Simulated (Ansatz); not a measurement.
# CH2 on Ti(0001): hop by a lattice vector of the surface, part 2 of 2

Aim: the minimum-energy path and barrier of the hop by a lattice vector of the surface. The ends are relaxed first, then joined by a nudged elastic band. The slab cell is 2×2, 3 layers thick, and the adsorbate is set down on it by hand.

Ansatz 0.2.0; DFT PBE, plane waves, PAW, scalar-relativistic, no spin polarisation. Earlier steps stand in the parts before.

### 6 The band, image by image

Images 0 and 6 are the ends. Energies count from image 0; the path length is the program's own measure over all atoms.

```
image  path (Å)  energy (eV)    C13 x y z (Å)  band force (eV/Å)
    0     0.000       0.0000   8.18 3.79 6.86                  -
    1     1.141       0.0387   8.75 3.61 6.83              0.009
    2     2.282       0.0054   9.23 3.65 6.84              0.025
    3     3.423       0.0109   9.82 3.94 6.89              0.010
   4*     4.564       0.0575  10.34 4.08 6.96              0.003
    5     5.404       0.0240  10.71 3.99 6.90              0.005
    6     6.244       0.0000  11.13 3.79 6.86                  -
```

The star marks the climbing image.

image, energy (eV) and a bar:
```
        0      0.000 
        1      0.039 ####################
        2      0.005 ###
        3      0.011 ######
        4      0.057 ##############################
        5      0.024 #############
        6      0.000
```

How the highest energy settled:

```
iteration  highest image above image 0 (eV)  largest band force (eV/Å)
        1                            1.1899                      2.332
        2                            0.5048                      1.301
        3                            0.2980                      1.200
        4                            0.1353                      0.512
        5                            0.0776                      0.296
        6                            0.0616                      0.239
        7                            0.0583                      0.191
        8                            0.0577                      0.062
        9                            0.0575                      0.064
       10                            0.0575                      0.025
```

Positions of all images (Å):

```xyz
15
Lattice="5.900 0.000 0.000 2.950 5.110 0.000 0.000 0.000 17.685" Properties=species:S:1:pos:R:3 pbc="T T T" image=0 dE=0.0000
Ti    0.000    0.000    1.000
Ti    2.950    0.000    1.000
Ti    1.475    2.555    1.000
Ti    4.425    2.555    1.000
Ti   -0.027    1.718    3.175
Ti    2.954    1.681    3.217
Ti    1.489    4.250    3.152
Ti    4.448    4.265    3.216
Ti   -0.023    0.026    5.423
Ti    3.040   -0.052    5.467
Ti    1.439    2.561    5.423
Ti    4.373    2.585    5.500
C     8.181    3.794    6.856
H     8.640    4.561    7.525
H     7.744    3.024    7.535
15
Lattice="5.900 0.000 0.000 2.950 5.110 0.000 0.000 0.000 17.685" Properties=species:S:1:pos:R:3 pbc="T T T" image=1 dE=0.0387
Ti    0.000    0.000    1.000
Ti    2.950    0.000    1.000
Ti    1.475    2.555    1.000
Ti    4.425    2.555    1.000
Ti    0.028    1.678    3.178
Ti    2.970    1.686    3.221
Ti    1.489    4.242    3.177
Ti    4.435    4.245    3.173
Ti    0.029   -0.004    5.453
Ti    2.973   -0.032    5.406
Ti    1.475    2.579    5.502
Ti    4.478    2.598    5.481
C     8.752    3.605    6.825
H     8.919    4.524    7.454
H     8.610    2.771    7.549
15
Lattice="5.900 0.000 0.000 2.950 5.110 0.000 0.000 0.000 17.685" Properties=species:S:1:pos:R:3 pbc="T T T" image=2 dE=0.0054
Ti    0.000    0.000    1.000
Ti    2.950    0.000    1.000
Ti    1.475    2.555    1.000
Ti    4.425    2.555    1.000
Ti   -0.017    1.701    3.178
Ti    2.932    1.680    3.214
Ti    1.450    4.258    3.201
Ti    4.394    4.243    3.166
Ti    0.001    0.014    5.445
Ti    2.892   -0.039    5.434
Ti    1.490    2.586    5.490
Ti    4.438    2.564    5.461
C     9.233    3.654    6.844
H     8.820    4.448    7.511
H     9.620    2.861    7.529
15
Lattice="5.900 0.000 0.000 2.950 5.110 0.000 0.000 0.000 17.685" Properties=species:S:1:pos:R:3 pbc="T T T" image=3 dE=0.0109
Ti    0.000    0.000    1.000
Ti    2.950    0.000    1.000
Ti    1.475    2.555    1.000
Ti    4.425    2.555    1.000
Ti    0.029    1.714    3.180
Ti    2.949    1.684    3.208
Ti    1.473    4.268    3.214
Ti    4.428    4.256    3.152
Ti    0.063    0.022    5.437
Ti    2.884   -0.049    5.475
Ti    1.529    2.579    5.469
Ti    4.475    2.580    5.429
C     9.816    3.936    6.886
H     9.410    4.703    7.583
H    10.233    3.129    7.534
15
Lattice="5.900 0.000 0.000 2.950 5.110 0.000 0.000 0.000 17.685" Properties=species:S:1:pos:R:3 pbc="T T T" image=4 dE=0.0575
Ti    0.000    0.000    1.000
Ti    2.950    0.000    1.000
Ti    1.475    2.555    1.000
Ti    4.425    2.555    1.000
Ti   -0.015    1.678    3.184
Ti    2.965    1.677    3.183
Ti    1.476    4.250    3.196
Ti    4.425    4.265    3.171
Ti    0.058   -0.010    5.492
Ti    2.894   -0.007    5.490
Ti    1.475    2.552    5.371
Ti    4.424    2.660    5.502
C    10.341    4.081    6.957
H    10.357    4.826    7.772
H    10.327    3.080    7.485
15
Lattice="5.900 0.000 0.000 2.950 5.110 0.000 0.000 0.000 17.685" Properties=species:S:1:pos:R:3 pbc="T T T" image=5 dE=0.0240
Ti    0.000    0.000    1.000
Ti    2.950    0.000    1.000
Ti    1.475    2.555    1.000
Ti    4.425    2.555    1.000
Ti    0.000    1.685    3.199
Ti    2.932    1.704    3.182
Ti    1.468    4.265    3.211
Ti    4.415    4.258    3.157
Ti    0.048   -0.038    5.474
Ti    2.870    0.017    5.455
Ti    1.425    2.574    5.445
Ti    4.375    2.596    5.443
C    10.711    3.986    6.905
H    11.063    4.756    7.624
H    10.325    3.144    7.531
15
Lattice="5.900 0.000 0.000 2.950 5.110 0.000 0.000 0.000 17.685" Properties=species:S:1:pos:R:3 pbc="T T T" image=6 dE=0.0000
Ti    0.000    0.000    1.000
Ti    2.950    0.000    1.000
Ti    1.475    2.555    1.000
Ti    4.425    2.555    1.000
Ti    0.004    1.681    3.217
Ti    2.923    1.718    3.175
Ti    1.498    4.265    3.216
Ti    4.439    4.250    3.152
Ti    0.090   -0.052    5.467
Ti    2.927    0.026    5.423
Ti    1.423    2.585    5.500
Ti    4.389    2.561    5.423
C    11.131    3.794    6.856
H    11.590    4.561    7.525
H    10.694    3.024    7.535
```

### 7 Another band, settings changed

crystal.atoms is end A as relaxed above, and neb.final_atoms is the same geometry shifted by the lattice vector, with the slab's atoms relabelled. With 2 inner images the band has 4 in all.

Contents of input.yaml:

```yaml
crystal:
  lattice:
    - [5.9, 0.0, 0.0]
    - [2.95, 5.10955, 0.0]
    - [0.0, 0.0, 17.6846]
  atoms:
    - { symbol: Ti, position: [0.0, 0.0, 0.0565464] }
    - { symbol: Ti, position: [0.5, 0.0, 0.0565464] }
    - { symbol: Ti, position: [0.0, 0.5, 0.0565464] }
    - { symbol: Ti, position: [0.5, 0.5, 0.0565464] }
    - { symbol: Ti, position: [-0.17275858, 0.33631653, 0.17954128] }
    - { symbol: Ti, position: [0.33613086, 0.32900545, 0.18193015] }
    - { symbol: Ti, position: [-0.16350827, 0.83176573, 0.17825845] }
    - { symbol: Ti, position: [0.33660444, 0.83466421, 0.18187937] }
    - { symbol: Ti, position: [-0.00649035, 0.00518293, 0.30664799] }
    - { symbol: Ti, position: [0.52035428, -0.01021788, 0.30913206] }
    - { symbol: Ti, position: [-0.00676749, 0.5011631, 0.30667054] }
    - { symbol: Ti, position: [0.48821035, 0.50582884, 0.31099157] }
    - { symbol: C, position: [1.01535854, 0.74253651, 0.38767136] }
    - { symbol: H, position: [1.0180281, 0.89270338, 0.42549199] }
    - { symbol: H, position: [1.0166882, 0.59176046, 0.42604954] }
basis:
  ecutwfc: 420.0
kpoints:
  mp_grid: { grid: [4, 4, 1] }
hamiltonian:
  xc: pbe
scf:
  occupations: { method: gaussian, width: 0.05 }
  lower_state_search: "off"
  max_iter: 64
neb:
  images: 2
  f_tol: 0.05
  max_iterations: 50
  order_check: false
  climbing: false
  constraints: [{ sites: [0, 1, 2, 3] }]
  final_atoms:
    - { symbol: Ti, position: [0.0, 0.0, 0.0565464] }
    - { symbol: Ti, position: [0.5, 0.0, 0.0565464] }
    - { symbol: Ti, position: [0.0, 0.5, 0.0565464] }
    - { symbol: Ti, position: [0.5, 0.5, 0.0565464] }
    - { symbol: Ti, position: [-0.16386914, 0.32900545, 0.18193015] }
    - { symbol: Ti, position: [0.32724142, 0.33631653, 0.17954128] }
    - { symbol: Ti, position: [-0.16339556, 0.83466421, 0.18187937] }
    - { symbol: Ti, position: [0.33649173, 0.83176573, 0.17825845] }
    - { symbol: Ti, position: [0.02035428, -0.01021788, 0.30913206] }
    - { symbol: Ti, position: [0.49350965, 0.00518293, 0.30664799] }
    - { symbol: Ti, position: [-0.01178965, 0.50582884, 0.31099157] }
    - { symbol: Ti, position: [0.49323251, 0.5011631, 0.30667054] }
    - { symbol: C, position: [1.51535854, 0.74253651, 0.38767136] }
    - { symbol: H, position: [1.5180281, 0.89270338, 0.42549199] }
    - { symbol: H, position: [1.5166882, 0.59176046, 0.42604954] }
```

On the command line:

```sh
ansatz run input.yaml --threads 4 --pin off --max-ram 10240MiB --backend cpu --events-out ev --progress --plain --runs-dir out
```

Standard output, shortened:

```text
Warning: neb: disabling space-group detection — the band's intermediate images generally break the endpoint symmetry, so no spatial operation reduces the k-mesh or symmetrises the density, except that a semilocal band can use its path's symmetry ahead of convergence; time reversal is [...]
Warning: RAYON_NUM_THREADS=4 ignored (pool sized by the plan → 4); use --threads N
[...]
Pseudopotentials: kind: paw
Pseudopotential: Ti, paw, valence charge 12, recommended cutoff 420 eV (normal), Ti.paw.azcp
Pseudopotential: C, paw, valence charge 4, recommended cutoff 420 eV (normal), C.paw.azcp
Pseudopotential: H, paw, valence charge 1, recommended cutoff 420 eV (normal), H.paw.azcp
Functional definition: PBE
[...]
parallel-image band execution: 2 concurrent image workers
NEB image 0
Crystal: 15 atoms, lattice volume = 533.126 Å³
Basis set: ecut = 420 eV, 10307 PW (Γ), exchange–correlation on 80×80×240 points (8 copies of the dense FFT grid, shifted against one another)
Bands: 90, of which v1, the nominal top of the filled ones, is band 75 counted from 1 (74 counted from 0)
Symmetry: 1 space group operations
k-points: 10 of 16 (time reversal used)
[...]
SCF iter   1: F=—  HF=-30272.612308 eV  |F-HF|=—  |Δ(HF+E_count)|=         —  Δρ=7.02e-3  dr2=1.25e0  ethr=1.77e-3  ⟨swp⟩=9.1  Hψ=4272  notcnv=0
[...]
NSCF: frozen V_eff on 10 k-points
NEB image 3
[...]
SCF iter  10: F=-30272.572815 eV  HF=-30272.572815 eV  |F-HF|=2.80e-8  |Δ(HF+E_count)|=   2.85e-8  Δρ=1.12e-6  dr2=1.16e-8  ethr=6.67e-11  ⟨swp⟩=3.6  Hψ=2969  notcnv=0
[...]
NSCF: frozen V_eff on 10 k-points
NEB end point (image 0): max|allowed force component| = 9.694e-3 eV/Å (the criterion of neb.relax_end_points is 1.000e-2)
NEB end point (image 3): max|allowed force component| = 9.693e-3 eV/Å (the criterion of neb.relax_end_points is 1.000e-2)
[...]
NEB image 1
[...]
NEB image 2
[...]
NEB iter   1: max|band force component| = 2.297e0 eV/Å  barrier→ = 0.6254 eV  barrier← = 0.6254 eV  Δτ_max = 0.2000 Å  (39 SCF iters)
[...]
NEB iter   3: max|band force component| = 4.100e-1 eV/Å  barrier→ = 0.1382 eV  barrier← = 0.1382 eV  Δτ_max = 0.1625 Å  (18 SCF iters)
[...]
NEB iter   4: max|band force component| = 2.585e-1 eV/Å  barrier→ = 0.0881 eV  barrier← = 0.0881 eV  Δτ_max = 0.1566 Å  (18 SCF iters)
NEB image 1
```

### 8 More of the same log: band between the two ends

The log, continued, shortened:

```text
[...]
NEB image 2
[...]
NEB iter   5: max|band force component| = 1.207e-1 eV/Å  barrier→ = 0.0713 eV  barrier← = 0.0713 eV  Δτ_max = 0.1179 Å  (17 SCF iters)
[...]
NEB iter   8: max|band force component| = 8.684e-2 eV/Å  barrier→ = 0.0529 eV  barrier← = 0.0529 eV  Δτ_max = 0.0976 Å  (15 SCF iters)
[...]
NEB iter   9: max|band force component| = 3.843e-2 eV/Å  barrier→ = 0.0496 eV  barrier← = 0.0496 eV  Δτ_max = 0.0000 Å  (15 SCF iters)
Free energy (F): -30272.523212 eV
[...]
E sigma→0 (E₀):  -30272.506745 eV
Entropy (-TS):   -0.032935 eV (-2.196 meV/atom)
Fermi energy:    3.153802 eV
[...]
--- Forces (eV/Å), atoms counted from 1 ---
  atom   1  Ti    -0.08630004    -0.06455611    -0.02208155
  atom   2  Ti     0.14715285    -0.02389686    -0.03374885
  atom   3  Ti     0.03863834     0.09510058     0.06982403
  atom   4  Ti    -0.02202042    -0.01424177     0.00077257
[...]
    - { symbol: Ti, position: [-0.16416148006950806, 0.3292859703190935, 0.1803020763720472] }
    - { symbol: Ti, position: [0.3363293037376591, 0.32973588996490205, 0.17973383142224753] }
    - { symbol: Ti, position: [-0.16427158712561968, 0.8326530746642888, 0.18150846001783777] }
    - { symbol: Ti, position: [0.33508267887789267, 0.8342944484999639, 0.1789527963600211] }
    - { symbol: Ti, position: [0.016730505919441224, -0.0018577429520875526, 0.31006957545350017] }
    - { symbol: Ti, position: [0.49666780986759207, -0.00431162641426174, 0.30976389716313363] }
    - { symbol: Ti, position: [0.00688319024322584, 0.4994091127525165, 0.3057327688695803] }
    - { symbol: Ti, position: [0.49917555506543676, 0.5124982356412746, 0.3090695695614142] }
    - { symbol: C, position: [1.32126896750664, 0.7895167881318583, 0.3918185482230179] }
    - { symbol: H, position: [1.2077592241690813, 0.9371800607654434, 0.435603448451723] }
    - { symbol: H, position: [1.464756599520049, 0.610182328220304, 0.4238855800632946] }
```

Wall time 3.1 min (4 threads of Intel Xeon Platinum 8259CL at 2.50GHz (Skylake/Cascade Lake), shared host); peak memory 2.2 GiB.

### 9 The band, image by image

Images 0 and 3 are the ends. Energies count from image 0; the path length is the program's own measure over all atoms.

```
image  path (Å)  energy (eV)    C13 x y z (Å)  band force (eV/Å)
    0     0.000       0.0000   8.18 3.79 6.86                  -
    1     2.040       0.0187   9.10 3.59 6.84              0.036
    2     4.080       0.0496  10.12 4.03 6.93              0.038
    3     6.119       0.0000  11.13 3.79 6.86                  -
```

image, energy (eV) and a bar:
```
        0      0.000 
        1      0.019 ###########
        2      0.050 ##############################
        3      0.000
```

### 10 Results

The summary covers parts 1 to 2.

| quantity | value |
| --- | --- |
| end A | 16 moves, 1.406 eV lower |
| first band: barrier forwards | 0.057 eV |
| first band: barrier backwards | 0.057 eV |
| first band: second end relative to first | 0.000 eV |
| first band: highest image | 4 of 0 to 6, climbing |
| first band: band iterations | 10 |
| first band: lowest curvatures at the top | -0.04 and 0.15 eV/Å² |
| second band | top 0.050 eV above image 0, 9 iterations, 2 inner images, none climbing |
| time, first and second band | 14 min and 3.1 min |

In the first band: the top lies 0.057 eV above the first end, or 2.2 kT at room temperature. Both ends agree in energy to 1 meV. Image 2 sits in a dip between two rises: the path passes through another minimum, and each half would need a band of its own. The test of curvatures at the top gave "unresolved", so the point may be no simple saddle. The second band's top lies 8 meV below the first's, as a band that doesn't climb stops under the top. The value is not shown to be converged in cell size (15 atoms) or k-mesh.
